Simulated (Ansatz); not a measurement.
## Compressing W: a fit and a missing row

W, Im-3m, a = 3.154 Å. Ansatz: PBEsol, PAW, 420 eV, Γ-centred 18×18×18 mesh on 1 atom, Gaussian smearing 0.10 eV; no spin polarisation. Symmetry fixes shape and atoms, so the cell is only scaled; pressure is positive in compression.

```
V (Å³/atom) P (GPa)
     13.810    53.57
     14.280        ?
     14.751    22.86
     15.222    10.60
     15.693     0.00
     16.164    -9.06
     16.634   -16.78
     17.262   -25.29
```

Question: Take V0 = 15.693 Å³/atom, fit the third-order Birch–Murnaghan form to the other rows, and predict the missing pressure.

Answer: With the Eulerian strain f = ½[(V0/V)^(2/3) − 1] and y = P/[3f(1 + 2f)^(5/2)], the form is the line y = B0 + 1.5 B0 (B0′ − 4) f. Rows (f, y): 0.04448, 324.4; 0.02107, 326.2; 0.01026, 327.3; -0.00976, 325.1; -0.01904, 323.7; -0.03078, 321.0. Means f = 0.002705, y = 324.62; Σ(Δf)² = 0.003889, ΣΔfΔy = 0.1753; the slope is their ratio. y = 324.5 + 45.08 f GPa, so B0 = 324.5 GPa and B0′ = 4 + 2 × (45.08)/(3 × 324.5) = 4.09. At V = 14.280, f = 0.03246, y = 325.96 and P = 37.15 GPa. The run gave 37.06 GPa, so the fit is 0.09 GPa too high, within the rms miss on the fitted rows (0.16 GPa).

Spin–orbit coupling is left out, which can shift energies with elements as heavy as these.